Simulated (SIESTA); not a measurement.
## Hf: single point with LDA

The system is Hf.

```
Hf
1.0
     3.13955    0.00000    0.00000
     1.56978    2.71893    0.00000
     1.56978    0.90631    2.56344
Hf
1
Direct
  0.00000 0.00000 0.00000
```

This isn't the form of Hf at room conditions, which is hcp.

* Program: SIESTA 5.4.2
* Task: single point
* Functional: LDA
* Potentials or basis: PseudoDojo 0.4 standard (LDA files)
* Basis: DZP (energy shift 0.003 Ry; two zetas on semicore shells)
* Grid cutoff: 800 Ry
* Energy shift: 0.003 Ry
* k mesh: 10 × 10 × 10
* Occupations: fermi-dirac, width 0.05 eV
* Spin: no spin polarisation

```json
{"Pressure": "-5.8 GPa", "Band gap on the k mesh": "none (metal or under the smearing width)"}
```

It took 39 s on 1 thread of Arm Neoverse V2, on a shared host, peak memory 0.26 GiB.

Caveat: short orbitals over semicore shells can move pressures by several GPa; the basis of atomic orbitals isn't converged, which shifts pressures, moduli and gaps. The run has no spin-orbit coupling, so splittings on Hf are missing.
